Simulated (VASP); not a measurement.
**KBr in VASP: one cell, several levels of theory**

KBr (rocksalt), under -2.5 % strain along x alone is computed at one geometry. Runs: PBE, r2SCAN.

Program: VASP 6.6.1. PAW datasets, plane waves. The values are computed, spin-unpolarised, and not measurements.

### 1 The system as given

The cell comes from an earlier relaxation with r2SCAN in another program, then strained, with the atoms relaxed again.

The symmetry is I4/mmm (No. 139, tetragonal); conventional cell a = 4.670 Å, c = 6.442 Å, 35.12 Å³ an atom. K has 6 Br at 3.22–3.30 Å; Br has 6 K at 3.22–3.30 Å.

The structure in full:

Space group I4/mmm (No. 139). a = 4.670 Å, b = 4.670 Å, c = 6.442 Å, α = 90.00°, β = 90.00°, γ = 90.00°
| atom | site | symmetry | x | y | z |
| --- | --- | --- | --- | --- | --- |
| K | 2a | 4/mmm | 0.0000 | 0.0000 | 0.0000 |
| Br | 2b | 4/mmm | 0.0000 | 0.0000 | 0.5000 |

### 2 PBE

The input, INCAR:

```
ENCUT = 520.000000
SIGMA = 0.020000
EDIFF = 1.00e-07
GGA = PE
PREC = Accurate
IBRION = -1
ISIF = 2
ISMEAR = -1
NBANDS = 15
NELM = 120
NSW = 0
LASPH = .TRUE.
LCHARG = .TRUE.
LELF = .TRUE.
LWAVE = .FALSE.
LREAL = .FALSE.
```

The input, KPOINTS:

```
KPOINTS created by Atomic Simulation Environment
0
Gamma
6 6 6
0 0 0
```

The input, KPOINTS_OPT:

```
special points
6
Reciprocal
0.0000000000 0.0000000000 0.0000000000 1
0.5000000000 0.0000000000 0.5000000000 1
0.6250000000 0.2500000000 0.6250000000 1
0.3750000000 0.3750000000 0.7500000000 1
0.5000000000 0.5000000000 0.5000000000 1
0.5000000000 0.2500000000 0.7500000000 1
```

The input, POSCAR:

```
K  Br
 1.0000000000000000
     0.0000000000000000    3.3022478200999998    3.3022478200999998
     3.2210125236999998    0.0000000000000000    3.3022478200999998
     3.2210125236999998    3.3022478200999998    0.0000000000000000
 K   Br
   1   1
Cartesian
  0.0000000000000000  0.0000000000000000  0.0000000000000000
  3.2210125236999998  3.3022478200999998  3.3022478200999998
```

Potentials: the recommended PBE PAW datasets, 16 valence electrons in the neutral cell.

Launch:

```
$ mpirun -np 1 vasp_std
```

### 3 r2SCAN

The input, INCAR:

```
ENCUT = 520.000000
SIGMA = 0.010000
EDIFF = 1.00e-07
ALGO = Normal
METAGGA = R2SCAN
PREC = Accurate
IBRION = -1
ISIF = 2
ISMEAR = 0
NBANDS = 15
NELM = 120
NSW = 0
LASPH = .TRUE.
LCHARG = .TRUE.
LELF = .TRUE.
LWAVE = .FALSE.
LREAL = .FALSE.
```

KPOINTS is that of step 2.

KPOINTS_OPT is that of step 2.

POSCAR is that of step 2.

What does the calculation give? Wanted: for each run, gap; pressure.

As calculated:

| level | gap (eV) | pressure (GPa) |
| --- | --- | --- |
| PBE | 4.48 | 1.20 |
| r2SCAN | 5.13 | 0.49 |

What this shows: The gap runs from 4.48 eV (PBE) to 5.13 eV (r2SCAN). At this one volume the pressure spans 0.5 GPa (r2SCAN) to 1.2 GPa (PBE): PBE wants the largest cell and r2SCAN the smallest.
